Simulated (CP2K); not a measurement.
# Ta (Im-3m) in CP2K: equation of state

How stiff is Ta in PBE, and what volume does it want? The cell is scaled to several volumes.

Program: CP2K 2026.2. These are calculated values, not measurements. Logs are shortened: lines on timing, memory, paths and dates and some standing lists are left out, and cuts for length are marked.

**The experiment to reproduce.**

“Pressure effects on the electronic structure and superconductivity of (TaNb)0.67(HfZrTi)0.33 high entropy alloy”, 2019, arxiv:1910.08312 quotes, for a bulk crystal of Ta: bulk modulus 194 GPa.

How close the calculation comes is told below.

## Step 1: The structure

The structure is cubic, space group Im-3m (No. 229). The conventional cell has a = 3.303 Å, b = 3.303 Å, c = 3.303 Å, α = 90.00°, β = 90.00°, γ = 90.00°. Ta (site symmetry m-3m) has 8 Ta at 2.86 Å as nearest neighbours.

## Step 2: Single point, PBE, 18.01 Å³/atom

Contents of ta_eos.inp:

```
&GLOBAL
  PROJECT ta_eos
  RUN_TYPE ENERGY_FORCE
  PRINT_LEVEL LOW
&END GLOBAL
&FORCE_EVAL
  METHOD QS
  STRESS_TENSOR ANALYTICAL
  &DFT
    BASIS_SET_FILE_NAME BASIS_MOLOPT_UZH
    POTENTIAL_FILE_NAME POTENTIAL_UZH
    &MGRID
      CUTOFF 450
      REL_CUTOFF 60
      NGRIDS 4
    &END MGRID
    &QS
      METHOD GPW
      EPS_DEFAULT 1.0E-10
    &END QS
    &KPOINTS
      SCHEME MONKHORST-PACK 11 11 11
      GAMMA_CENTERED T
      SYMMETRY T
      SYMMETRY_BACKEND SPGLIB
    &END KPOINTS
    &SCF
      SCF_GUESS ATOMIC
      EPS_SCF 1.0E-6
      MAX_SCF 100
      ADDED_MOS 11
      CHOLESKY OFF
      EPS_EIGVAL 1.0E-7
      &DIAGONALIZATION ON
        ALGORITHM STANDARD
      &END DIAGONALIZATION
      &MIXING ON
        METHOD BROYDEN_MIXING
        ALPHA 0.4
        BETA 1.5
        NBUFFER 8
      &END MIXING
      &SMEAR ON
        METHOD FERMI_DIRAC
        ELECTRONIC_TEMPERATURE [K] 580.226
      &END SMEAR
    &END SCF
    &XC
      &XC_FUNCTIONAL PBE
      &END XC_FUNCTIONAL
    &END XC
    &PRINT
      &KPOINTS ON
      &END KPOINTS
      &MULLIKEN ON
      &END MULLIKEN
      &MO ON
        ENERGIES T
        OCCUPATION_NUMBERS T
        &EACH
          QS_SCF 0
        &END EACH
        ADD_LAST NUMERIC
      &END MO
    &END PRINT
  &END DFT
  &SUBSYS
    &CELL
      ABC 2.8601008575 2.8601008575 2.8601008576
      ALPHA_BETA_GAMMA 109.4712206352 109.4712206341 109.4712206344
      PERIODIC XYZ
    &END CELL
    &COORD
      SCALED
      Ta  0.0000000000 0.0000000000 0.0000000000
    &END COORD
    &KIND Ta
      BASIS_SET TZVP-MOLOPT-PBE-GTH-q13
      POTENTIAL GTH-PBE-q13
    &END KIND
    &PRINT
      &ATOMIC_COORDINATES ON
      &END ATOMIC_COORDINATES
      &CELL ON
      &END CELL
      &SYMMETRY ON
      &END SYMMETRY
    &END PRINT
  &END SUBSYS
  &PRINT
    &FORCES ON
    &END FORCES
    &STRESS_TENSOR ON
    &END STRESS_TENSOR
  &END PRINT
&END FORCE_EVAL
```

Potentials or basis: POTENTIAL_UZH Ta GTH-PBE-q13; TZVP-MOLOPT-PBE-GTH basis.

Started as:

```sh
> OMP_NUM_THREADS=1 cp2k.psmp -i ta_eos.inp -o ta_eos.out
```

ta_eos.out:

```text

 CP2K| version string:                                       CP2K version 2026.2
 CP2K| Input file name                                                ta_eos.inp

 GLOBAL| Force Environment number                                              1
 GLOBAL| Basis set file name                                    BASIS_MOLOPT_UZH
 GLOBAL| Potential file name                                       POTENTIAL_UZH
 GLOBAL| MM Potential file name                                     MM_POTENTIAL
 GLOBAL| Coordinate file name                                      __STD_INPUT__
 GLOBAL| Method name                                                        CP2K
 GLOBAL| Project name                                                     ta_eos
 GLOBAL| Run type                                                   ENERGY_FORCE
 GLOBAL| FFT library                                                       FFTW3
[... 8 lines left out ...]
 GLOBAL| CPU model name                                                  UNKNOWN

 CELL| Volume [angstrom^3]:                                            18.010350
 CELL| Vector a [angstrom]:       2.860     0.000     0.000   |a| =     2.860101
 CELL| Vector b [angstrom]:      -0.953     2.697     0.000   |b| =     2.860101
 CELL| Vector c [angstrom]:      -0.953    -1.348     2.335   |c| =     2.860101
 CELL| Angle (b,c), alpha [degree]:                                   109.471221
 CELL| Angle (a,c), beta  [degree]:                                   109.471221
 CELL| Angle (a,b), gamma [degree]:                                   109.471221
 CELL| Numerically orthorhombic:                                              NO
 CELL| Periodicity                                                           XYZ

 CELL_REF| Volume [angstrom^3]:                                        18.010350
 CELL_REF| Vector a [angstrom     2.860     0.000     0.000   |a| =     2.860101
 CELL_REF| Vector b [angstrom    -0.953     2.697     0.000   |b| =     2.860101
 CELL_REF| Vector c [angstrom    -0.953    -1.348     2.335   |c| =     2.860101
 CELL_REF| Angle (b,c), alpha [degree]:                               109.471221
 CELL_REF| Angle (a,c), beta  [degree]:                               109.471221
 CELL_REF| Angle (a,b), gamma [degree]:                               109.471221
 CELL_REF| Numerically orthorhombic:                                          NO
 CELL_REF| Periodicity                                                       XYZ

[... 8 lines left out ...]
 TOTAL NUMBERS AND MAXIMUM NUMBERS

  Total number of            - Atomic kinds:                                   1
                             - Atoms:                                          1
                             - Shell sets:                                     1
                             - Shells:                                        11
                             - Primitive Cartesian functions:                  6
                             - Cartesian basis functions:                     41
                             - Spherical basis functions:                     35

  Maximum angular momentum of- Orbital basis functions:                        3
                             - Local part of the GTH pseudopotential:          2
                             - Non-local part of the GTH pseudopotential:      4

 MODULE QUICKSTEP: ATOMIC COORDINATES IN ANGSTROM

   Atom Kind Element         X             Y             Z       Z(eff)     Mass
      1    1 Ta   73      0.000000      0.000000      0.000000  13.0000 180.9479

 Crystal Symmetry Information
       International Symbol:                                               Im-3m
       Point Group Symbol:                                                  m-3m
       Schoenflies Symbol:                                                  Oh^9
       Number of Symmetry Operations:                                         48

 SCF PARAMETERS         Density guess:                                    ATOMIC
                        --------------------------------------------------------
                        max_scf:                                             100
                        max_scf_history:                                       0
                        max_diis:                                              4
[... 5 lines left out ...]
                        --------------------------------------------------------
                        level_shift [a.u.]:                             0.000000
                        added MOs                                        11    0
                        --------------------------------------------------------
                        Mixing method:                            BROYDEN_MIXING
[... 11 lines left out ...]
 *******************************************************************************
 BRILLOUIN| K-point scheme                                        Monkhorst-Pack
[... 38 lines left out ...]
     5 Broy./Diag. 0.40E+00    7.1     0.00197215       -58.1771315898 -1.06E-02
     6 Broy./Diag. 0.40E+00    7.3     0.00033528       -58.1777796606 -6.48E-04
     7 Broy./Diag. 0.40E+00    7.3     0.00003341       -58.1779353722 -1.56E-04
     8 Broy./Diag. 0.40E+00    7.3     0.00002830       -58.1777605715  1.75E-04
     9 Broy./Diag. 0.40E+00    7.3     0.00000406       -58.1777371449  2.34E-05
    10 Broy./Diag. 0.40E+00    7.3     0.00000049       -58.1777325686  4.58E-06

  *** SCF run converged in    10 steps ***

  Electronic density on regular grids:        -13.0000000000        0.0000000000
  Core density on regular grids:               12.9999999985       -0.0000000015
  Total charge density on r-space grids:       -0.0000000014
  Total charge density g-space grids:          -0.0000000014

  Overlap energy of the core charge distribution:               0.00000000047280
  Self energy of the core charge distribution:                -86.63647003576149
  Core Hamiltonian energy:                                     18.59901635551691
  Hartree energy:                                              16.72144230761452
  Exchange-correlation energy:                                 -6.86142181866170
  Electronic entropic energy:                                  -0.00029937807998
  Fermi energy:                                                 0.47859730295355

  Total energy:                                               -58.17773256860957
  Total energy (extrapolated to T->0):                        -58.17758287956958

 MO| EIGENVALUES AND OCCUPATION NUMBERS FOR K POINT 1
 MO|
 MO|  Index      Eigenvalue [a.u.]        Eigenvalue [eV]             Occupation
 MO|      1              -1.972331             -53.669867               2.000000
 MO|      2              -0.769789             -20.947015               2.000000
 MO|      3              -0.769789             -20.947015               2.000000
 MO|      4              -0.764980             -20.816178               2.000000
 MO|      5               0.352629               9.595525               2.000000
 MO|      6               0.352629               9.595526               2.000000
[... 10 lines left out ...]
 MO|     17               1.733238              47.163805               0.000000
 MO|     18               1.848004              50.286748               0.000000
 MO| Sum:                                                              12.000000
 MO| E(Fermi):            0.478597 a.u.         13.023295 eV

 MO| EIGENVALUES AND OCCUPATION NUMBERS FOR K POINT 2
 MO|
 MO|  Index      Eigenvalue [a.u.]        Eigenvalue [eV]             Occupation
 MO|      1              -1.972985             -53.687651               2.000000
 MO|      2              -0.772584             -21.023067               2.000000
 MO|      3              -0.767234             -20.877495               2.000000
 MO|      4              -0.758413             -20.637462               2.000000
 MO|      5               0.370875              10.092018               2.000000
 MO|      6               0.379873              10.336871               2.000000
[... 279 lines left out ...]
 MO| EIGENVALUES AND OCCUPATION NUMBERS FOR K POINT 14
 MO|
 MO|  Index      Eigenvalue [a.u.]        Eigenvalue [eV]             Occupation
 MO|      1              -1.973414             -53.699324               2.000000
 MO|      2              -0.774486             -21.074832               2.000000
 MO|      3              -0.762271             -20.742451               2.000000
 MO|      4              -0.757034             -20.599945               2.000000
 MO|      5               0.372429              10.134314               2.000000
 MO|      6               0.396892              10.799977               2.000000
[... 10 lines left out ...]
 MO|     17               1.589026              43.239587               0.000000
 MO|     18               1.698746              46.225232               0.000000
 MO| Sum:                                                              12.000000
 MO| E(Fermi):            0.478597 a.u.         13.023295 eV

 [... the levels of further k-points ...]

 !-----------------------------------------------------------------------------!
                     Mulliken Population Analysis

 #  Atom  Element  Kind  Atomic population                           Net charge
       1     Ta       1         13.000000                             -0.000000
 # Total charge                             13.000000                 -0.000000

 !-----------------------------------------------------------------------------!

 ENERGY| Total FORCE_EVAL ( QS ) energy [hartree]            -58.177732777180999

 FORCES| Atomic forces [hartree/bohr]
 FORCES|   Atom     x               y               z               |f|
 FORCES|      1  1.13347517E-14 -6.22781229E-14 -1.47971838E-14   6.50076752E-14
 FORCES| Sum     1.13347517E-14 -6.22781229E-14 -1.47971838E-14
 FORCES| Total atomic force                                       6.50076752E-14

 STRESS| Analytical stress tensor [bar]
 STRESS|                        x                   y                   z
 STRESS|      x        1.51880436266E+04  -1.91492924821E-03   5.78150310071E-04
 STRESS|      y       -1.91492924821E-03   1.51866732140E+04   2.33321430182E-03
 STRESS|      z        5.78150310071E-04   2.33321430182E-03   1.51866315462E+04
 STRESS| 1/3 Trace                                             1.51871161289E+04
 STRESS| Determinant                                           3.50288548867E+12

 STRESS| Eigenvectors and eigenvalues of the analytical stress tensor [bar]
 STRESS|                        1                   2                   3
 STRESS| Eigenvalues   1.51866314156E+04   1.51866733416E+04   1.51880436295E+04
 STRESS|      x          -0.000484398362      0.001372460177      0.999998940855
 STRESS|      y          -0.055756028373      0.998443444948     -0.001397333476
 STRESS|      z           0.998444305236      0.055756646185      0.000407121440
```

Run time: 92 s. Hardware: 1 thread of Arm Neoverse V1, shared host; peak memory 0.29 GiB.

Results:

| Property | Result |
| --- | --- |
| Free energy | -1583.0966 eV |
| Pressure | 1.5 GPa |
| Band gap on the k mesh | none (metal or under the smearing width) |

Caveat: the basis of atomic orbitals isn't converged, which shifts pressures, moduli and gaps.

## Step 3: Single point, PBE, 17.65 Å³/atom (volume scaled by 0.98)

Edit ta_eos.inp of step 2 so:

```diff
@@ -11,2 +11,3 @@
     POTENTIAL_FILE_NAME POTENTIAL_UZH
+    WFN_RESTART_FILE_NAME previous-RESTART.kp
     &MGRID
@@ -27,3 +28,3 @@
     &SCF
-      SCF_GUESS ATOMIC
+      SCF_GUESS RESTART
       EPS_SCF 1.0E-6
@@ -68,4 +69,4 @@
     &CELL
-      ABC 2.8601008575 2.8601008575 2.8601008576
-      ALPHA_BETA_GAMMA 109.4712206352 109.4712206341 109.4712206344
+      ABC 2.8409049713 2.8409049714 2.8409049714
+      ALPHA_BETA_GAMMA 109.4712206351 109.4712206343 109.4712206346
       PERIODIC XYZ
```

Potentials or basis: POTENTIAL_UZH Ta GTH-PBE-q13; TZVP-MOLOPT-PBE-GTH basis.

Started as:

```sh
> OMP_NUM_THREADS=1 cp2k.psmp -i ta_eos.inp -o ta_eos.out
```

Wall time 87 s (1 thread of Arm Neoverse V1, shared host); peak memory 0.29 GiB.

The run converged. Its results:

```yaml
Free_energy: -1583.0885 eV
Pressure: 5.8 GPa
Band_gap_on_the_k_mesh: none (metal or under the smearing width)
```

Caveat: the basis of atomic orbitals isn't converged, which shifts pressures, moduli and gaps.

## Step 4: Single point, PBE, 18.37 Å³/atom (volume scaled by 1.02)

Edit ta_eos.inp of step 3 so:

```diff
@@ -69,4 +69,4 @@
     &CELL
-      ABC 2.8409049713 2.8409049714 2.8409049714
-      ALPHA_BETA_GAMMA 109.4712206351 109.4712206343 109.4712206346
+      ABC 2.8790424748 2.8790424748 2.8790424749
+      ALPHA_BETA_GAMMA 109.4712206350 109.4712206333 109.4712206341
       PERIODIC XYZ
```

Started as:

```sh
> OMP_NUM_THREADS=1 cp2k.psmp -i ta_eos.inp -o ta_eos.out
```

Wall time 83 s (1 thread of Arm Neoverse V1, shared host); peak memory 0.28 GiB.

Results (log left out):

| Property | Result |
| --- | --- |
| Free energy | -1583.0957 eV |
| Pressure | -2.3 GPa |
| Band gap on the k mesh | none (metal or under the smearing width) |

Caveat: the basis of atomic orbitals isn't converged, which shifts pressures, moduli and gaps.

## Step 5: Single point, PBE, 17.29 Å³/atom (volume scaled by 0.96)

Edit ta_eos.inp of step 4 so:

```diff
@@ -69,4 +69,4 @@
     &CELL
-      ABC 2.8790424748 2.8790424748 2.8790424749
-      ALPHA_BETA_GAMMA 109.4712206350 109.4712206333 109.4712206341
+      ABC 2.8214461074 2.8214461074 2.8214461075
+      ALPHA_BETA_GAMMA 109.4712206361 109.4712206339 109.4712206344
       PERIODIC XYZ
```

Started as:

```sh
> OMP_NUM_THREADS=1 cp2k.psmp -i ta_eos.inp -o ta_eos.out
```

It took 87 s on 1 thread of Arm Neoverse V1, shared host; peak memory 0.29 GiB.

It converged, with:

| Quantity | Value |
| --- | --- |
| Free energy | -1583.0703 eV |
| Pressure | 10.5 GPa |
| Band gap on the k mesh | none (metal or under the smearing width) |

Caveat: the basis of atomic orbitals isn't converged, which shifts pressures, moduli and gaps.

## Step 6: Single point, PBE, 18.73 Å³/atom (volume scaled by 1.04)

Edit ta_eos.inp of step 5 so:

```diff
@@ -69,4 +69,4 @@
     &CELL
-      ABC 2.8214461074 2.8214461074 2.8214461075
-      ALPHA_BETA_GAMMA 109.4712206361 109.4712206339 109.4712206344
+      ABC 2.8977380797 2.8977380796 2.8977380797
+      ALPHA_BETA_GAMMA 109.4712206359 109.4712206337 109.4712206344
       PERIODIC XYZ
```

Potentials or basis: POTENTIAL_UZH Ta GTH-PBE-q13; TZVP-MOLOPT-PBE-GTH basis.

Started as:

```sh
> OMP_NUM_THREADS=1 cp2k.psmp -i ta_eos.inp -o ta_eos.out
```

Run time: 82 s. Hardware: 1 thread of Arm Neoverse V1, shared host; peak memory 0.28 GiB.

The run converged. Its results:

```
Free energy            : -1583.0865 eV
Pressure               : -5.8 GPa
Band gap on the k mesh : none (metal or under the smearing width)
```

Caveat: the basis of atomic orbitals isn't converged, which shifts pressures, moduli and gaps.

## Step 7: Single point, PBE, 16.93 Å³/atom (volume scaled by 0.94)

Edit ta_eos.inp of step 6 so:

```diff
@@ -69,4 +69,4 @@
     &CELL
-      ABC 2.8977380797 2.8977380796 2.8977380797
-      ALPHA_BETA_GAMMA 109.4712206359 109.4712206337 109.4712206344
+      ABC 2.8017150695 2.8017150695 2.8017150696
+      ALPHA_BETA_GAMMA 109.4712206350 109.4712206348 109.4712206349
       PERIODIC XYZ
```

Started as:

```sh
> OMP_NUM_THREADS=1 cp2k.psmp -i ta_eos.inp -o ta_eos.out
```

It took 88 s on 1 thread of Arm Neoverse V1, shared host; peak memory 0.28 GiB.

Results (log left out):

| Quantity | Value |
| --- | --- |
| Free energy | -1583.0407 eV |
| Pressure | 15.8 GPa |
| Band gap on the k mesh | none (metal or under the smearing width) |

Caveat: the basis of atomic orbitals isn't converged, which shifts pressures, moduli and gaps.

## Step 8: Single point, PBE, 19.09 Å³/atom (volume scaled by 1.06)

Edit ta_eos.inp of step 7 so:

```diff
@@ -69,4 +69,4 @@
     &CELL
-      ABC 2.8017150695 2.8017150695 2.8017150696
-      ALPHA_BETA_GAMMA 109.4712206350 109.4712206348 109.4712206349
+      ABC 2.9161955077 2.9161955077 2.9161955078
+      ALPHA_BETA_GAMMA 109.4712206359 109.4712206334 109.4712206337
       PERIODIC XYZ
```

Started as:

```sh
> OMP_NUM_THREADS=1 cp2k.psmp -i ta_eos.inp -o ta_eos.out
```

Wall time 82 s (1 thread of Arm Neoverse V1, shared host); peak memory 0.28 GiB.

The run converged. Its results:

| Quantity | Value |
| --- | --- |
| Free energy | -1583.0700 eV |
| Pressure | -8.9 GPa |
| Band gap on the k mesh | none (metal or under the smearing width) |

Caveat: the basis of atomic orbitals isn't converged, which shifts pressures, moduli and gaps.

## Step 9: Equation of state, PBE

Potentials or basis: POTENTIAL_UZH Ta GTH-PBE-q13; TZVP-MOLOPT-PBE-GTH basis.

This step only gathers the single runs of the series.

Results:

```
Equilibrium volume                      : 18.15 Å³/atom
Bulk modulus                            : 195 GPa
Pressure derivative of the bulk modulus : 4.4
```

Energy against volume, from the lowest point:
```tsv
volume (Å³/atom)	energy (meV/atom)
16.930	55.88
17.290	26.33
17.650	8.11
18.010	0.00
18.371	0.96
18.731	10.08
19.091	26.60
```

Caveat: the basis of atomic orbitals isn't converged, which shifts pressures, moduli and gaps. The run has no spin-orbit coupling, so splittings on Ta are missing.

## Step 10: Against experiment

Step 9. A measured bulk modulus of Ta is 194 GPa (quoted in “Pressure effects on the electronic structure and superconductivity of (TaNb)0.67(HfZrTi)0.33 high entropy alloy”, 2019, arxiv:1910.08312); the calculated 195 GPa misses it by +0.7 %. The fit is for a static lattice scaled at fixed shape and fixed fractional positions.
